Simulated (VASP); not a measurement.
Computed with PBEsol GGA, VASP's PBE PAW potentials (set 64) (plane waves; VASP).

A VASP calculation is set up with these files.

### POSCAR
```
ZrO2
1
    0.0000000000     2.5342264547     2.5342264547
    2.5342264547     0.0000000000     2.5342264547
    2.5342264547     2.5342264547     0.0000000000
Zr O
1 2
Direct
  0.0000000000   0.0000000000   0.0000000000
  0.2500000000   0.2500000000   0.2500000000
  0.7500000000   0.7500000000   0.7500000000
```

### KPOINTS
```
Automatic mesh
0
Gamma
8 8 8
0 0 0
```

**INCAR**
```
SYSTEM  =  ZrO2
PREC  =  Accurate; ENCUT  =  520; LREAL  =  .False.
LASPH  =  .True.
EDIFF  =  1E-7; NELM  =  100; ALGO  =  Normal
LMAXMIX  =  4
ISMEAR  =  -5
GGA  =  PS
ISIF  =  2
LWAVE  =  .False.; LCHARG  =  .True.; LORBIT  =  11
NEDOS  =  601
```

POTCAR, in this order: Zr_sv O (PBE.64 set). Program: vasp_std.

Output of the run:

### OSZICAR
```
       N       E                     dE             d eps       ncg     rms          rms(c)
DAV:   1     0.186240860815E+03    0.18624E+03   -0.14740E+04   928   0.154E+03
DAV:   2    -0.283355500659E+02   -0.21458E+03   -0.21193E+03  1224   0.386E+02
DAV:   3    -0.356089618685E+02   -0.72734E+01   -0.72687E+01  1416   0.713E+01
DAV:   4    -0.357527851519E+02   -0.14382E+00   -0.14379E+00  1216   0.779E+00
DAV:   5    -0.357556355756E+02   -0.28504E-02   -0.28504E-02  1296   0.823E-01    0.258E+01
DAV:   6    -0.300475852851E+02    0.57081E+01   -0.32625E+01  1016   0.447E+01    0.108E+01
DAV:   7    -0.299676820583E+02    0.79903E-01   -0.13063E+00  1304   0.940E+00    0.664E+00
DAV:   8    -0.299242715610E+02    0.43410E-01   -0.16229E-01  1240   0.423E+00    0.435E-01
DAV:   9    -0.299241646572E+02    0.10690E-03   -0.15241E-02  1208   0.887E-01    0.312E-01
DAV:  10    -0.299246662740E+02   -0.50162E-03   -0.45904E-03  1040   0.683E-01    0.141E-01
DAV:  11    -0.299246581357E+02    0.81383E-05   -0.14414E-03  1144   0.323E-01    0.127E-01
DAV:  12    -0.299246071666E+02    0.50969E-04   -0.26773E-04  1120   0.130E-01    0.457E-03
DAV:  13    -0.299246079651E+02   -0.79846E-06   -0.81460E-06  1120   0.229E-02    0.326E-03
DAV:  14    -0.299246080271E+02   -0.61989E-07   -0.17632E-06  1160   0.864E-03    0.522E-03
DAV:  15    -0.299246078851E+02    0.14200E-06   -0.19497E-07   760   0.412E-03    0.642E-04
DAV:  16    -0.299246078753E+02    0.97862E-08   -0.17641E-08   640   0.115E-03
   1 F= -.29924608E+02 E0= -.29924608E+02  d E =0.000000E+00
```

**OUTCAR**
```
------------------------ aborting loop because EDIFF is reached ----------------------------------------
  FORCE on cell =-STRESS in cart. coord.  units (eV):
  Direction    XX          YY          ZZ          XY          YZ          ZX
  --------------------------------------------------------------------------------------
  Total       -0.0407756     -0.0407756     -0.0407756     -0.0000000     -0.0000000      0.0000000
  in kB       -2.0069883     -2.0069883     -2.0069883     -0.0000000     -0.0000000      0.0000000
  external PRESSURE =      -2.0069883 kB  Pullay stress =       0.0000000 kB
  volume of cell :       32.55
      direct lattice vectors                 reciprocal lattice vectors
     0.000000000  2.534226455  2.534226455    -0.197298864  0.197298864  0.197298864
     2.534226455  0.000000000  2.534226455     0.197298864 -0.197298864  0.197298864
     2.534226455  2.534226455  0.000000000     0.197298864  0.197298864 -0.197298864
 POSITION                                       TOTAL-FORCE (eV/Angst)
 -----------------------------------------------------------------------------------
      0.00000      0.00000      0.00000         0.000000      0.000000      0.000000
      1.26711      1.26711      1.26711        -0.000000     -0.000000     -0.000000
      3.80134      3.80134      3.80134         0.000000      0.000000      0.000000
 -----------------------------------------------------------------------------------
    total drift:                                0.000000      0.000000      0.000000
  FREE ENERGIE OF THE ION-ELECTRON SYSTEM (eV)
  ---------------------------------------------------
  free  energy   TOTEN  =       -29.9246078753 eV

  energy  without entropy=      -29.9246078753  energy(sigma->0) =      -29.92460788

 total charge

# of ion       s       p       d       tot
------------------------------------------
    1        2.174   6.053   1.336   9.563
    2        1.559   3.525   0.000   5.084
    3        1.559   3.525   0.000   5.084
--------------------------------------------------
tot          5.293  13.103   1.336  19.731
```
(Selected blocks of OUTCAR.)

The structure comes from a measured ZrO2 entry (Fm-3m) of the Crystallography Open Database, whose conditions weren't checked. It was relaxed first.
